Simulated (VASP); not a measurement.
Write the native input for VASP 6.6.1 that does the following.

| Quantity | Value |
| --- | --- |
| Task | electric field gradients |
| Functional | PBE |
| Potentials or basis | VASP PAW PBE potentials, release 64 (Na_pv, Cl) |
| Cutoff | 520 eV |
| k mesh | 9 × 9 × 9 |
| Occupations | fermi-dirac, width 0.03 eV |
| Spin | no spin polarisation |
| Dipole correction | no |
| Further INCAR settings | ALGO = Normal; EDIFF = 1e-08; NBANDS = 14 |

The structure of NaCl lies in POSCAR:

```
NaCl
1.0
    2.8789409493      0.0000000000      0.0000000000
    0.0000000000      2.8789409493      0.0000000000
    0.0000000000      0.0000000000      2.8789409493
Na Cl
1 1
Direct
    0.0000000000      0.0000000000      0.0000000000
    0.5000000000      0.5000000000      0.5000000000
```

Measurements of this composition are mostly on another form, of space group No. 225.

The cell isn't the ideal one: volume scaled by 1.02, PAW files.

One way to write it, as run:

INCAR

```
PREC = Accurate ; ENCUT = 520
EDIFF = 1E-8 ; ISMEAR = -1
SIGMA = 0.03 ; LREAL = False
LASPH = True ; NELM = 100
ALGO = Normal ; ISIF = 2
LWAVE = False ; LCHARG = False
GGA = PE ; LEFG = True
NBANDS = 14
```

KPOINTS

```
regular mesh
0
Gamma
  9 9 9
```

Potentials or basis: VASP PAW PBE potentials, release 64 (Na_pv, Cl).

Launch:

```sh
$ cat potpaw_PBE.64/Na_pv/POTCAR potpaw_PBE.64/Cl/POTCAR > POTCAR
$ mpirun -np 1 vasp_std > vasp.out
```

It gave:

| Item | Value |
| --- | --- |
| Pressure | 60.2 GPa |
| Band gap on the k mesh | 4.84 eV, direct |

Caveat: the cell as given lies far from equilibrium; so large a pressure means that the cell lies far from this level's equilibrium, or that cutoff or potentials fall short; an odd mesh through Γ misses points on the zone boundary, where band edges often lie.

Run time: 5.8 s on 1 thread of Intel(R) Xeon(R) Platinum 8488C (Sapphire Rapids), with other jobs on the host, peak memory 0.13 GiB.
